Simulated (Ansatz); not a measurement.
A 2-atom cell of CsI started from a crystallographic database (r2SCAN geometry), in Ansatz:

```yaml
crystal:
  lattice:
    - [4.60808, 0.00000, 0.00000]
    - [0.00000, 4.60808, 0.00000]
    - [0.00000, 0.00000, 4.60808]
  atoms:
    - { symbol: Cs, position: [0.00000, 0.00000, 0.00000] }
    - { symbol: I, position: [0.50000, 0.50000, 0.50000] }
```

G0W0@PBE with 368 empty bands, a screening cutoff of 140 eV and a 4×4×4 mesh (PAW, contour deformation) gives 5.737 eV over the mesh points, from a PBE gap of 3.800 eV; it sums over 381 bands with 365 plane waves in the screening and a wave cutoff of 420 eV. G0W0 values are finite-basis, finite-mesh values. (Simulation; spin polarisation is off.)

Question: Estimate the gap with starting point LDA.

Answer: 5.572 eV (-0.165 eV), from a Kohn-Sham gap of 3.441 eV.

Question: Estimate the gap with starting point HSE06.

Answer: 6.200 eV (+0.463 eV), from a Kohn-Sham gap of 4.795 eV.

Question: Estimate the gap with frequency model Godby-Needs pole.

Answer: 5.723 eV (-0.014 eV), from a Kohn-Sham gap of 3.800 eV.

Spin-orbit coupling is left out, which matters wherever the heavy atoms make up the band edges.
